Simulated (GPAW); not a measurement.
# FeO (Pm-3m) in GPAW: single point with LDA

Aim: the single point of FeO with LDA.

Program: GPAW 26.7.0. These are calculated values, not measurements. Logs are shortened: lines on timing, memory, paths and dates and some standing lists are left out, and cuts for length are marked. The log counts tension as positive stress, the text compression.

### Step 1. The structure

Symmetry: Pm-3m, No. 221, cubic system. Conventional cell: a = 2.612 Å, b = 2.612 Å, c = 2.612 Å, α = 90.00°, β = 90.00°, γ = 90.00°. Fe (site symmetry m-3m) is surrounded by 8 O at 2.26 Å. O (site symmetry m-3m) is surrounded by 8 Fe at 2.26 Å.

The cell comes from a database or a generator and needn't be the stable form of this composition.

### Step 2. Single point, LDA, collinear spin, ferromagnetic start

run.py

```python
from ase import Atoms
from ase.dft.bandgap import bandgap
from ase.io import write
from ase.units import GPa
from gpaw import GPAW, PW

atoms = Atoms(['Fe', 'O'],
              cell=[[2.61246963, 0.0, 0.0],
                    [0.0, 2.61246963, 0.0],
                    [0.0, 0.0, 2.61246963]],
              scaled_positions=[[0.0, 0.0, 0.0],
                                [0.5, 0.5, 0.5]],
              pbc=True)
atoms.set_initial_magnetic_moments([4.0, 0.0])

calc = GPAW(mode=PW(550),
            xc='LDA',
            kpts={'size': (8, 8, 8), 'gamma': True},
            occupations={'name': 'fermi-dirac', 'width': 0.05},
            nbands=17,
            maxiter=120,
            txt='gpaw.txt')
atoms.calc = calc
energy = atoms.get_potential_energy()
forces = atoms.get_forces()
stress = atoms.get_stress()
calc.write('gs.gpw')
write('result.traj', atoms)
print(f'Energy: {energy:.6f} eV')
print('Forces (eV/A):')
print(forces.round(4))
print('Stress (GPa):', (stress / GPa).round(3))
print('Moments:', calc.get_magnetic_moments().round(3))
print('Fermi level:', round(calc.get_fermi_level(), 4), 'eV')
print(f'Gap: {bandgap(calc)[0]:.4f} eV, direct: {bandgap(calc, direct=True)[0]:.4f} eV')
```

Potentials or basis: the program's PAW data sets (release 1.2.1) made for this functional, pw.

The run is started by

```sh
> OMP_NUM_THREADS=1 python run.py
```

gpaw.txt:

```text
__  _  _
 | _ |_)|_||  |
 |__||  | ||/\| - 26.7.0

Input parameters:
  mode=PW(ecut=550.0),
  kpts=MonkhorstPack(size=(8, 8, 8), gamma=True),
  maxiter=120,
  nbands=17,
  occupations=Occupations(name='fermi-dirac', width=0.05),
  xc=XC(name='LDA')

Diagonalizing LCAO Hamiltonian
Converting LCAO to pw mode
   .-----.
  /|     |
 * |     |
 | .-O---.
 |/     /
 Fe----*

Atoms  # Å, Bohr magnetons
|   | symbol |        x |        y |        z |    initial magnetic moments |
|---|--------|----------|----------|----------|-----------------------------|
| 0 |     Fe | 0.000000 | 0.000000 | 0.000000 | ( 0.0000,  0.0000,  4.0000) |
| 1 |      O | 1.306235 | 1.306235 | 1.306235 | ( 0.0000,  0.0000,  0.0000) |

Unit cell  # Å
| periodic |        x |        y |        z |  lengths |    angles |
|----------|----------|----------|----------|----------|-----------|
|      yes | 2.612470 | 0.000000 | 0.000000 | 2.612470 | 90.000000 |
|      yes | 0.000000 | 2.612470 | 0.000000 | 2.612470 | 90.000000 |
|      yes | 0.000000 | 0.000000 | 2.612470 | 2.612470 | 90.000000 |

Number of symmetries: 48
Symmetry operations  # r_c * U_cc + t_c -> r_c
|    | kind |            matrix            |
|----|------|------------------------------|
|  0 |  E   |  1, 0, 0,  0, 1, 0,  0, 0, 1 |
|  1 |  σ   |  1, 0, 0,  0, 1, 0,  0, 0,-1 |
|  2 |  σ   |  1, 0, 0,  0, 0, 1,  0, 1, 0 |
|  3 |  C4  |  1, 0, 0,  0, 0, 1,  0,-1, 0 |
|  4 |  C4  |  1, 0, 0,  0, 0,-1,  0, 1, 0 |
|  5 |  σ   |  1, 0, 0,  0, 0,-1,  0,-1, 0 |
|  6 |  σ   |  1, 0, 0,  0,-1, 0,  0, 0, 1 |
|  7 |  C2  |  1, 0, 0,  0,-1, 0,  0, 0,-1 |
|  8 |  σ   |  0, 1, 0,  1, 0, 0,  0, 0, 1 |
|  9 |  C2  |  0, 1, 0,  1, 0, 0,  0, 0,-1 |
| 10 |  C3  |  0, 1, 0,  0, 0, 1,  1, 0, 0 |
| 11 |  S6  |  0, 1, 0,  0, 0, 1, -1, 0, 0 |
| 12 |  S6  |  0, 1, 0,  0, 0,-1,  1, 0, 0 |
| 13 |  C3  |  0, 1, 0,  0, 0,-1, -1, 0, 0 |
| 14 |  C4  |  0, 1, 0, -1, 0, 0,  0, 0, 1 |
| 15 |  S4  |  0, 1, 0, -1, 0, 0,  0, 0,-1 |
| 16 |  C3  |  0, 0, 1,  1, 0, 0,  0, 1, 0 |
| 17 |  S6  |  0, 0, 1,  1, 0, 0,  0,-1, 0 |
| 18 |  σ   |  0, 0, 1,  0, 1, 0,  1, 0, 0 |
| 19 |  C4  |  0, 0, 1,  0, 1, 0, -1, 0, 0 |
| 20 |  C2  |  0, 0, 1,  0,-1, 0,  1, 0, 0 |
| 21 |  S4  |  0, 0, 1,  0,-1, 0, -1, 0, 0 |
| 22 |  S6  |  0, 0, 1, -1, 0, 0,  0, 1, 0 |
| 23 |  C3  |  0, 0, 1, -1, 0, 0,  0,-1, 0 |
| 24 |  S6  |  0, 0,-1,  1, 0, 0,  0, 1, 0 |
| 25 |  C3  |  0, 0,-1,  1, 0, 0,  0,-1, 0 |
| 26 |  C4  |  0, 0,-1,  0, 1, 0,  1, 0, 0 |
| 27 |  σ   |  0, 0,-1,  0, 1, 0, -1, 0, 0 |
| 28 |  S4  |  0, 0,-1,  0,-1, 0,  1, 0, 0 |
| 29 |  C2  |  0, 0,-1,  0,-1, 0, -1, 0, 0 |
| 30 |  C3  |  0, 0,-1, -1, 0, 0,  0, 1, 0 |
| 31 |  S6  |  0, 0,-1, -1, 0, 0,  0,-1, 0 |
| 32 |  C4  |  0,-1, 0,  1, 0, 0,  0, 0, 1 |
| 33 |  S4  |  0,-1, 0,  1, 0, 0,  0, 0,-1 |
| 34 |  S6  |  0,-1, 0,  0, 0, 1,  1, 0, 0 |
| 35 |  C3  |  0,-1, 0,  0, 0, 1, -1, 0, 0 |
| 36 |  C3  |  0,-1, 0,  0, 0,-1,  1, 0, 0 |
| 37 |  S6  |  0,-1, 0,  0, 0,-1, -1, 0, 0 |
| 38 |  σ   |  0,-1, 0, -1, 0, 0,  0, 0, 1 |
| 39 |  C2  |  0,-1, 0, -1, 0, 0,  0, 0,-1 |
| 40 |  σ   | -1, 0, 0,  0, 1, 0,  0, 0, 1 |
| 41 |  C2  | -1, 0, 0,  0, 1, 0,  0, 0,-1 |
| 42 |  C2  | -1, 0, 0,  0, 0, 1,  0, 1, 0 |
[... 99 lines left out ...]

    Using partial waves for O as LCAO basis

Reference energy: -36585.847439  # eV

eigensolver:
  PPCG
  Converge bands: occupied
  niter=2

density mixing:
  MSR1-Mixer
  Pratt-step length: 0.05
  Maximum mixing coefficient: 0.75
  Old densities: 10
  SVD Regularization: 0.005
  Good broyden scale: 1.0
  Trust region scale: 1.0
  Backstep threshold: 4.0
  History deletion threshold: 6.0
  Fourier metric: weight=20.0, sigma=0.015

occupation numbers:
  Fermi-Dirac:
    width: 0.0500  # eV

poisson solver:
  ecut: 4400.0  # eV

xc functional:
  name: None

convergence criteria:
- Maximum [total energy] change in last 3 cyles: 0.0005 eV / valence electron
- Maximum integral of absolute [dens]ity change: 0.0001 electrons / valence electron
- Maximum integral of absolute [eigenst]ate change: 4e-08 eV^2 / valence electron
maximum number of iterations: 120

SCF iterations
|iter     | |      energy | eigst |  dens |  magmom |
|---------|-|-------------|-------|-------|---------|
|iter:   1| |  -17.328350 | -0.05 |       |  +4.0029|
|iter:   2| |  -17.125518 | -1.88 | -0.89 |  +4.0029|
|iter:   3| |  -16.795574 | -1.04 | -0.93 |  +3.9990|
|iter:   4| |  -16.830767 | -2.49 | -1.23 |  +3.9723|
|iter:   5| |  -16.847856 | -2.80 | -1.52 |  +3.9715|
|iter:   6| |  -16.852681 | -3.54 | -1.75 |  +3.9545|
|iter:   7| |  -16.853142c| -4.93 | -2.47 |  +3.9579|
|iter:   8| |  -16.853208c| -5.51 | -2.99 |  +3.9613|
|iter:   9| |  -16.853218c| -6.41 | -3.38 |  +3.9642|
|iter:  10| |  -16.853220c| -8.17c| -4.39c|  +3.9646|

Converged in 10 steps
Energy contributions relative to reference atoms: (reference = -36585.847439)

Energy contributions:
  Kinetic:          23.198449
  Coulomb:         -19.200287
  Zero:              0.115516
  External:          0.000000
  Xc:              -20.962934
  Entropy:          -0.007927
  Spinorbit:         0.000000
  ----------------------------
  Free energy:     -16.857184
  Extrapolated:    -16.853220

dipole moment: (-6.329072, -6.329072, -6.329072)  # |e|*Ang

Total magnetic moment: (0.000000, 0.000000, 3.964561)

Local magnetic moments
|        x |        y |        z |
|----------|----------|----------|
| 0.000000 | 0.000000 | 3.403102 |  # Fe   0
| 0.000000 | 0.000000 | 0.301935 |  # O    1

Fermi level: 9.613
Eigenvalues  # (at kpt = [0.000, 0.000, 0.000])
| band index |      eig [eV] | occ [0-1] |      eig [eV] | occ [0-1] |
|------------|---------------|-----------|---------------|-----------|
|          0 |       -10.790 |     1.000 |       -10.112 |     1.000 |
|          1 |         5.094 |     1.000 |         7.350 |     1.000 |
|          2 |         5.094 |     1.000 |         7.350 |     1.000 |
|          3 |         6.596 |     1.000 |         7.350 |     1.000 |
|          4 |         6.596 |     1.000 |         7.573 |     1.000 |
|          5 |         6.596 |     1.000 |         7.573 |     1.000 |
|          6 |         7.374 |     1.000 |        11.018 |     0.000 |
|          7 |         7.374 |     1.000 |        11.018 |     0.000 |
|          8 |         7.374 |     1.000 |        11.018 |     0.000 |
|          9 |        10.303 |     0.000 |        11.319 |     0.000 |
|         10 |        16.938 |     0.000 |        19.850 |     0.000 |
|         11 |        16.938 |     0.000 |        19.850 |     0.000 |
|         12 |        16.938 |     0.000 |        19.850 |     0.000 |
|         13 |        24.792 |     0.000 |        25.939 |     0.000 |
|         14 |        24.792 |     0.000 |        25.939 |     0.000 |
|        ... |               |           |               |           |
|         16 |        29.535 |     0.000 |        30.673 |     0.000 |

No gap
No difference between direct/indirect transitions

Forces  # eV/Ang
|        x |        y |        z |
|----------|----------|----------|
|  0.00000 |  0.00000 |  0.00000 |  # Fe   0
| -0.00000 | -0.00000 | -0.00000 |  # O    1

Stress tensor  # eV/Ang^3
|        x |        y |        z |
|----------|----------|----------|
| 0.117828 | 0.000000 | 0.000000 |
| 0.000000 | 0.117828 | 0.000000 |
| 0.000000 | 0.000000 | 0.117828 |

# Writing to gs.gpw (mode='')
```

It took 13 s on 1 thread of Arm Neoverse V1, shared host; peak memory 0.14 GiB.

These settings aren't checked as converged: the numbers below hold their error.

What came out:

* Free energy: -16.8572 eV
* Pressure: -18.9 GPa
* Band gap on the k mesh: none (metal or under the smearing width)
* Net moment: 3.96 μB per cell
* Site moments: Fe +3.40; O +0.30 μB

Caveat: the cutoff is short for stress and forces, so pressures can be off by a GPa or more; a cell with one magnetic atom can't hold antiferromagnetic order, which such compounds often take; semilocal functionals often make such compounds metallic where correlation or magnetic order opens a gap, which also shifts bond lengths.
